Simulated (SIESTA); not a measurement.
The system is Al.

```xyz
1
Lattice="0.0000 2.0248 2.0248 2.0248 0.0000 2.0248 2.0248 2.0248 0.0000" Properties=species:S:1:pos:R:3 pbc="T T T"
Al    0.0000    0.0000    0.0000
```

Base run:

```yaml
Program: SIESTA 5.4.2
Functional: LDA
Potentials_or_basis: PseudoDojo 0.4 standard (LDA files)
Basis: DZP (energy shift 0.003 Ry)
Grid_cutoff: 500 Ry
Energy_shift: 0.003 Ry
k_mesh: 11 × 11 × 11
Occupations: fermi-dirac, width 0.05 eV
Spin: no spin polarisation
```

Its results: band gap on the k mesh none (metal or under the smearing width); pressure -3.7 GPa.

Problem. The run is repeated on the same cell with these changes: functional from LDA to PBEsol; potentials or basis from PseudoDojo 0.4 standard (LDA files) to PseudoDojo 0.4 standard (PBEsol files). What comes out?

Solution. Band gap on the k mesh none (metal or under the smearing width); pressure -1.9 GPa.

Caveats: the basis of atomic orbitals isn't converged, which shifts pressures, moduli and gaps.
